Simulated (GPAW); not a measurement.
PtSe2 (Sudovikovite):

```
Pt Se
1.0
     3.72400    0.00000    0.00000
    -1.86200    3.22508    0.00000
     0.00000    0.00000    5.06200
Pt Se
1 2
Direct
  0.00000 0.00000 0.00000
  0.66667 0.33333 0.75000
  0.33333 0.66667 0.25000
```

| Property | Result |
| --- | --- |
| Program | GPAW 26.7.0 |
| Task | relaxation of cell and atoms |
| Functional | PBEsol |
| Potentials or basis | PAW data sets generated in the run's folder for this functional |
| Cutoff | 600 eV |
| Basis | pw |
| k mesh | 7 × 7 × 5 |
| Occupations | fermi-dirac, width 0.05 eV |
| Spin | no spin polarisation |

At the start: pressure 2.1 GPa; volume 20.27 Å³/atom.

Question: How do energy, volume and symmetry change on relaxing?

Answer: Over 12 steps the energy falls by 7.8 meV/atom and the volume is 19.83 Å³/atom (-2.2 %); space group P-3m1 (No. 164, to 0.05 Å).

The path:
| step | energy change (eV) | largest force (eV/Å) | pressure (GPa) | volume (Å³) |
| --- | --- | --- | --- | --- |
| 1 | 0.0000 | 0.3793 | 2.15 | 60.80 |
| 2 | -0.0064 | 0.2681 | 1.25 | 61.03 |
| 3 | -0.0120 | 0.0556 | -0.44 | 61.45 |
| 4 | -0.0125 | 0.0385 | -0.54 | 61.44 |
| 5 | -0.0162 | 0.0774 | -1.06 | 61.03 |
| 6 | -0.0192 | 0.1406 | -1.01 | 60.36 |
| 7 | -0.0213 | 0.1285 | -0.41 | 59.69 |
| 8 | -0.0221 | 0.0640 | 0.15 | 59.44 |
| 9 | -0.0224 | 0.0250 | 0.34 | 59.42 |
| 10 | -0.0228 | 0.0052 | 0.42 | 59.43 |
| 11 | -0.0232 | 0.0283 | 0.34 | 59.45 |
| 12 | -0.0234 | 0.0189 | 0.14 | 59.48 |

Final structure:
```
CELL_PARAMETERS angstrom
3.75555 0.00000 0.00000
-1.87777 3.25240 0.00000
0.00000 0.00000 4.86988
ATOMIC_POSITIONS crystal
Pt 0.00000 0.00000 0.00000
Se 0.66667 0.33333 0.73865
Se 0.33333 0.66667 0.26135
```

Caveat: later steps reuse the first step's grids.
